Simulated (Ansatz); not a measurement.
# Nb3Sn (Pm-3n) in Ansatz: further runs, part 2 of 3

Ansatz 0.2.0. Earlier steps stand in the parts before.

## (3) Relaxation of cell and atoms, PBEsol, target pressure 2 GPa, at which the enthalpy is minimised

The input, input.yaml:

```yaml
crystal:
  lattice:
    - [5.2821, 0.0, 0.0]
    - [0.0, 5.2821, 0.0]
    - [0.0, 0.0, 5.2821]
  atoms:
    - { symbol: Sn, position: [0.5, 0.5, 0.5] }
    - { symbol: Sn, position: [0.0, 0.0, 0.0] }
    - { symbol: Nb, position: [0.0, 0.5, 0.25] }
    - { symbol: Nb, position: [0.0, 0.5, 0.75] }
    - { symbol: Nb, position: [0.5, 0.25, 0.0] }
    - { symbol: Nb, position: [0.75, 0.0, 0.5] }
    - { symbol: Nb, position: [0.5, 0.75, 0.0] }
    - { symbol: Nb, position: [0.25, 0.0, 0.5] }
hamiltonian:
  xc: pbesol
  pseudopotentials: { kind: paw }
kpoints:
  mp_grid: { grid: [5, 5, 5] }
scf:
  occupations: { method: fermi_dirac, width: 0.05 }
output:
  forces: true
  stress: true
  eigenvalues: true
  write_density: true
  write_potential: true
  elf: true
  volumetric_format: npy
relax:
  f_tol: 0.01
  max_steps: 40
  cell: { stress_tol: 0.05, p_target: 2.0 }
```

Potentials or basis: Ansatz PAW.

Started as:

```console
$ ansatz run input.yaml --threads 4 --pin off --max-ram 11264MiB --backend cpu --events-out ev --progress --plain --runs-dir out
```

Run time: 8.4 s. Hardware: 4 threads of Arm Neoverse V2, shared host; peak memory 0.57 GiB.

Results (log left out):

```yaml
Free_energy: -38874.0133 eV
Relaxed_volume: 17.99 Å³/atom
Relaxed_cell: a = 5.240 Å, b = 5.240 Å, c = 5.240 Å, α = 90.00°, β = 90.00°, γ = 90.00°
Space_group_after_relaxing_to_0.05_Å: Pm-3n (No. 223)
Energy_change_on_relaxing_the_enthalpy_is_what_falls: -0.4 meV/atom
Ionic_steps: 4
Pressure_after_relaxing: 2.0 GPa
Band_gap_on_the_k_mesh: none (metal or under the smearing width)
```

The path:
| step | energy change (eV) | largest force (eV/Å) | volume (Å³) |
| --- | --- | --- | --- |
| 1 | 0.0000 | 0.0000 | 147.37 |
| 2 | -0.0081 | 0.0000 | 144.31 |
| 3 | -0.0039 | 0.0000 | 143.92 |
| 4 | -0.0030 | 0.0000 | 143.92 |

Final structure:
```
Sn Nb
1.0
     5.24048    0.00000    0.00000
     0.00000    5.24048    0.00000
     0.00000    0.00000    5.24048
Sn Nb
2 6
Direct
  0.50000 0.50000 0.50000
  0.00000 0.00000 0.00000
  0.00000 0.50000 0.25000
  0.00000 0.50000 0.75000
  0.50000 0.25000 0.00000
  0.75000 0.00000 0.50000
  0.50000 0.75000 0.00000
  0.25000 0.00000 0.50000
```

Levels at points of the mesh, in eV from the Fermi level:
| k point | band 50 | band 51 | band 52 | band 53 | band 54 | band 55 | band 56 | band 57 |
| --- | --- | --- | --- | --- | --- | --- | --- | --- |
| (0.00, 0.00, 0.00) | -0.55 | -0.55 | -0.55 | -0.04 | -0.04 | 2.47 | 2.47 | 2.47 |

Caveat: the plane-wave basis is chosen anew once the cell has moved, so the energies of steps on either side of that aren't comparable; the PAW data sets come from PBE, with cores solved anew for the run's functional, which leaves a small shift of forces and pressure.

## (4) Relaxation of cell and atoms, PBEsol, target pressure 5 GPa, at which the enthalpy is minimised

Changes to input.yaml since step 3:

```diff
@@ -25,6 +25,2 @@
   eigenvalues: true
-  write_density: true
-  write_potential: true
-  elf: true
-  volumetric_format: npy
 relax:
@@ -32,2 +28,2 @@
   max_steps: 40
-  cell: { stress_tol: 0.05, p_target: 2.0 }
+  cell: { stress_tol: 0.05, p_target: 5.0 }
```

Potentials or basis: Ansatz PAW.

Started as:

```console
$ ansatz run input.yaml --threads 4 --pin off --max-ram 11264MiB --backend cpu --events-out ev --progress --plain --runs-dir out
```

Output:

```text
Warning: RAYON_NUM_THREADS=4 ignored (pool sized by the plan → 4); use --threads N
Engine: ansatz 0.2.0, aarch64-unknown-linux-gnu
Pseudopotentials: kind: paw
Pseudopotential: Sn, paw, valence charge 14, recommended cutoff 420 eV (normal), Sn.paw.azcp
Pseudopotential: Nb, paw, valence charge 13, recommended cutoff 420 eV (normal), Nb.paw.azcp
Functional definition: PBEsol
  exchange = pbesol_x
  correlation = pbesol_c
Crystal: 8 atoms, lattice volume = 147.374 Å³
Basis set: ecut = 420 eV, 2897 PW (Γ), exchange–correlation on 72×72×72 points (8 copies of the dense FFT grid, shifted against one another)
Bands: 64, of which v1, the nominal top of the filled ones, is band 53 counted from 1 (52 counted from 0)
Symmetry: 48 space group operations
Space group: Pm-3n (ITA 223), of the structure as read, at distance tolerance 5.3e-5 Å
k-points: 10 of 125
Non-local potential: Sn, projectors of the file, l = 0: 2, l = 1: 2, l = 2: 2, l = 3: 2
Non-local potential: Nb, projectors of the file, l = 0: 3, l = 1: 2, l = 2: 2, l = 3: 1
PAW form: soft (Blöchl's): semilocal exchange-correlation on the pseudo side does not see the compensation charge
PAW frozen core: Sn, regenerated for the run's functional, and the local potential with it (the file was generated under x = pbe(κ = 0.804, μ = 0.2195149727645171), c = pbe(β = 0.06672455060314922))
PAW frozen core: Nb, regenerated for the run's functional, and the local potential with it (the file was generated under x = pbe(κ = 0.804, μ = 0.2195149727645171), c = pbe(β = 0.06672455060314922))
PAW one-centre angular grid: Sn, 590 points (default); XC on 64 Gauss nodes
PAW one-centre angular grid: Nb, 590 points (default); XC on 64 Gauss nodes
Initial density: superposition of atomic densities (neutral atoms: chi_scale 0, normalization atom), corrected by the library's trained network
Initial wavefunctions: pseudopotential atomic-orbital guess
Functional: x = pbesol(κ = 0.804, μ = 0.12345679012345678), c = pbesol(β = 0.046)
SCF iter   1: F=—  HF=-38874.025809 eV  |F-HF|=—  |Δ(HF+E_count)|=         —  Δρ=6.09e-3  dr2=4.90e-2  ethr=1.77e-3  ⟨swp⟩=6.0  Hψ=2250  notcnv=0  defer=2
preconditioner: auto → Kerker (q_TF=auto, 2.582 Å⁻¹)  [metal: Δε(μ)=0.017 eV  Ē_g=10.878 eV  σ=0.050 eV  W_gap=0.08  n_scr=32 (ndim 8)  ℏωp=23.3 eV  f_vac=0.000  D(μ)=14.59/eV (n_scr^D=178)]
SCF iter   2: F=—  HF=-38874.014821 eV  |F-HF|=—  |Δ(HF+E_count)|=   1.10e-2  Δρ=3.20e-3  dr2=1.44e-2  ethr=4.62e-5  ⟨swp⟩=2.0  Hψ=1167  notcnv=0  defer=21
SCF iter   3: F=—  HF=-38874.010184 eV  |F-HF|=—  |Δ(HF+E_count)|=   4.64e-3  Δρ=3.55e-4  dr2=1.62e-4  ethr=1.36e-5  ⟨swp⟩=2.1  Hψ=835  notcnv=0  defer=21
SCF iter   4: F=—  HF=-38874.010149 eV  |F-HF|=—  |Δ(HF+E_count)|=   3.51e-5  Δρ=7.47e-5  dr2=6.17e-6  ethr=1.53e-7  ⟨swp⟩=2.1  Hψ=1046  notcnv=0  defer=21
SCF iter   5: F=—  HF=-38874.010276 eV  |F-HF|=—  |Δ(HF+E_count)|=   1.28e-4  Δρ=1.62e-5  dr2=3.32e-7  ethr=5.82e-9  ⟨swp⟩=2.2  Hψ=776  notcnv=0  defer=21
SCF iter   6: F=-38874.010276 eV  HF=-38874.010276 eV  |F-HF|=1.54e-9  |Δ(HF+E_count)|=   6.25e-8  Δρ=2.67e-6  dr2=6.78e-9  ethr=9.43e-11  ⟨swp⟩=9.2  Hψ=2440  notcnv=0
SCF 1 converged in 6 iterations: F = -38874.010276 eV  dr2 = 6.78e-9
relax step   1: F+E_penalty+E_count = -38874.01027618 eV  Δ(F+E_penalty+E_count) = +0.000e0 eV  max|allowed force component| = 2.139e-17 eV/Å  Δτ_max = 0.0000 Å  P = -2.183 GPa  Ω = 147.374 Å³  (6 SCF iters, dr2 threshold 1.00e-7 eV, accepted)
Crystal: 8 atoms, lattice volume = 126.394 Å³
Basis set: ecut = 420 eV, 2517 PW (Γ), exchange–correlation on 72×72×72 points (8 copies of the dense FFT grid, shifted against one another)
[... 79 lines left out ...]
  E_nonlocal   = 672.812710
  E_hartree    = 2127.908730
  E_xc         = -1810.780868
  E_vxc        = -1476.913517  (∫ρ·V_xc dr)
  E_paw        = -26245.800533  (= ΣΔE_a)
  E_vpaw       = -1375.910592  (= ΣTr[D̂ρ^β])
  E_aug_tail   = 0.000028  (compensation charges beyond the density's cutoff)
  E_ewald      = -11185.715220
  E_core_change = 1.701933  (= ΣΔE_core)
  E_smearing   = -0.106550  (= −TS)
  E_closure    = -0.000000  (closes the sum)
  Σ components = -38873.964577   (vs F -38873.964577, Δ=0.00e0)
--- Forces (eV/Å), atoms counted from 1 ---
  atom   1  Sn     0.00000000    -0.00000000    -0.00000000
  atom   2  Sn    -0.00000000     0.00000000     0.00000000
  atom   3  Nb    -0.00000000     0.00000000     0.00000000
  atom   4  Nb     0.00000000    -0.00000000    -0.00000000
  atom   5  Nb    -0.00000000     0.00000000     0.00000000
  atom   6  Nb    -0.00000000     0.00000000    -0.00000000
  atom   7  Nb     0.00000000    -0.00000000    -0.00000000
  atom   8  Nb     0.00000000    -0.00000000     0.00000000
  max |Σ_I F_I| component: 3.09e-17 eV/Å
--- Stress (GPa, compression-positive) ---
        5.000306      -0.000000       0.000000
       -0.000000       5.000306       0.000000
        0.000000       0.000000       5.000306
  P = ⅓ Tr σ = 5.0003 GPa (50.003 kbar)
--- Band table (eV; the first three rows and the last of 10) ---
  k-point 0: bands = ["-36.4401", "-36.3516", "-36.3516", "-36.0935", "-36.0935", "-36.0935", "-13.5167", "-13.5167", "-13.3450", "-12.7201", "-12.7201", "-12.7201", "-12.3081", "-12.3081", "-12.3081", "-12.2787", "-12.2787", "-12.2787", "-12.1735", "-12.1735", "-12.1735", "-11.4983", "-11.4983", "-11.4983", "-2.8209", "-2.8209", "-2.8022", "-2.8022", "-2.7744", "-2.7744", "-2.7744", "-2.7711", "-2.7711", "-2.7711", "8.4559", "10.0078", "14.1562", "14.1562", "14.1562", "14.5397", "14.5397", "14.5397", "15.0657", "15.0657", "15.5520", "16.0695", "16.0695", "16.0695", "16.4435", "17.3584", "17.3584", "17.3584", "17.8729", "17.8729", "20.4286", "20.4286", "20.4286", "20.6298", "21.6120", "21.6120", "21.8240", "21.8240", "21.9250", "21.9250"]
  k-point 1: bands = ["-36.4268", "-36.3580", "-36.3326", "-36.1211", "-36.0935", "-36.0935", "-13.5097", "-13.4561", "-13.2518", "-12.7159", "-12.7159", "-12.6730", "-12.3516", "-12.3516", "-12.3199", "-12.2953", "-12.2250", "-12.2250", "-12.1865", "-12.1864", "-12.1864", "-11.7037", "-11.4990", "-11.4990", "-2.8202", "-2.8163", "-2.8045", "-2.8018", "-2.7795", "-2.7795", "-2.7743", "-2.7720", "-2.7720", "-2.7717", "8.6857", "9.9410", "13.9228", "14.2483", "14.2483", "14.2781", "14.6675", "14.6675", "14.9632", "15.6352", "15.8467", "15.8999", "16.0341", "16.0341", "16.5650", "17.3251", "17.4224", "17.4224", "17.9444", "17.9584", "20.0129", "20.2857", "20.2857", "21.0724", "21.1496", "21.2779", "21.5206", "21.5429", "21.5429", "21.7196"]
  k-point 2: bands = ["-36.4001", "-36.3754", "-36.2739", "-36.1916", "-36.0935", "-36.0935", "-13.4901", "-13.4630", "-12.8191", "-12.7102", "-12.7102", "-12.5579", "-12.4278", "-12.3740", "-12.3740", "-12.2619", "-12.2203", "-12.2185", "-12.2182", "-12.2182", "-12.1743", "-12.1743", "-11.5000", "-11.5000", "-2.8170", "-2.8114", "-2.8068", "-2.8023", "-2.7897", "-2.7897", "-2.7738", "-2.7728", "-2.7715", "-2.7715", "9.2333", "9.7178", "13.3702", "13.5857", "14.3833", "14.3833", "14.8626", "14.8626", "15.7674", "15.8428", "16.1253", "16.3188", "16.3188", "16.8657", "17.0713", "17.0817", "17.0817", "17.1699", "17.5378", "17.8433", "19.2023", "20.1932", "20.1932", "20.3732", "20.7955", "20.8770", "20.9621", "20.9621", "21.2016", "21.6608"]
  k-point 9: bands = ["-36.2959", "-36.2785", "-36.2785", "-36.1975", "-36.1975", "-36.1886", "-12.8722", "-12.8722", "-12.8462", "-12.6340", "-12.6316", "-12.4949", "-12.4949", "-12.3805", "-12.3571", "-12.3073", "-12.3073", "-12.2428", "-12.2428", "-12.2148", "-12.2148", "-12.1647", "-12.1634", "-12.1634", "-2.8057", "-2.8057", "-2.8053", "-2.8053", "-2.7912", "-2.7912", "-2.7892", "-2.7881", "-2.7855", "-2.7855", "10.1001", "10.1485", "13.7713", "14.0463", "14.0463", "14.7208", "14.7208", "15.1123", "16.1038", "16.1201", "16.1201", "16.6388", "16.6388", "16.7733", "17.5801", "17.5801", "17.8431", "17.8940", "17.8940", "17.9402", "18.1330", "18.1330", "18.7889", "18.7889", "20.4210", "20.4726", "20.4726", "20.6651", "20.7610", "21.0570"]
--- Relaxed structure (5 steps of the walk, 4 accepted, 1 SCFs on fresh bases) ---
  F+E_penalty+E_count = -38873.96457675 eV   max|allowed force component| = 6.032e-17 eV/Å   (the final SCF, on the basis selected at the relaxed cell)
  cell:  # Å, volume = 141.6733 Å³
    - [5.213099814097312, -3.7314892672502695e-34, -4.473774766649516e-34]
    - [-2.768524295056651e-34, 5.213099814097312, 0.0]
    - [-2.5478448222622805e-34, 0.0, 5.213099814097312]
  atoms:
    - { symbol: Sn, position: [0.5, 0.5, 0.5] }
    - { symbol: Sn, position: [2.509691529064806e-35, -1.5192268419025545e-36, -1.4954889224978267e-36] }
    - { symbol: Nb, position: [-3.909041877973486e-35, 0.5, 0.25] }
    - { symbol: Nb, position: [-2.6556797334038816e-35, 0.5, 0.75] }
    - { symbol: Nb, position: [0.5, 0.25, -2.6349090539247423e-36] }
    - { symbol: Nb, position: [0.75, 2.0509562365684468e-35, 0.5] }
    - { symbol: Nb, position: [0.5, 0.75, 4.035446298803619e-37] }
    - { symbol: Nb, position: [0.25, -3.418260394280751e-36, 0.5] }
```

It took 9.2 s on 4 threads of Arm Neoverse V2, shared host; peak memory 0.57 GiB.

What came out:

```yaml
Free_energy: -38873.9646 eV
Relaxed_volume: 17.71 Å³/atom
Relaxed_cell: a = 5.213 Å, b = 5.213 Å, c = 5.213 Å, α = 90.00°, β = 90.00°, γ = 90.00°
Space_group_after_relaxing_to_0.05_Å: Pm-3n (No. 223)
Energy_change_on_relaxing_the_enthalpy_is_what_falls: +5.7 meV/atom
Ionic_steps: 5
Pressure_after_relaxing: 5.0 GPa
Band_gap_on_the_k_mesh: none (metal or under the smearing width)
```

Step by step:
| step | energy change (eV) | largest force (eV/Å) | volume (Å³) |
| --- | --- | --- | --- |
| 1 | 0.0000 | 0.0000 | 147.37 |
| 2 | 0.0187 | 0.0000 | 142.62 |
| 3 | 0.0461 | 0.0000 | 141.61 |
| 4 | 0.0442 | 0.0000 | 141.67 |
| 5 | 0.0457 | 0.0000 | 141.67 |

Final structure:
```
CELL_PARAMETERS angstrom
5.21310 0.00000 0.00000
0.00000 5.21310 0.00000
0.00000 0.00000 5.21310
ATOMIC_POSITIONS crystal
Sn 0.50000 0.50000 0.50000
Sn 0.00000 0.00000 0.00000
Nb 0.00000 0.50000 0.25000
Nb 0.00000 0.50000 0.75000
Nb 0.50000 0.25000 0.00000
Nb 0.75000 0.00000 0.50000
Nb 0.50000 0.75000 0.00000
Nb 0.25000 0.00000 0.50000
```

Caveat: the plane-wave basis is chosen anew once the cell has moved, so the energies of steps on either side of that aren't comparable; the PAW data sets come from PBE, with cores solved anew for the run's functional, which leaves a small shift of forces and pressure.

(Part 2 of 3 ends here.)
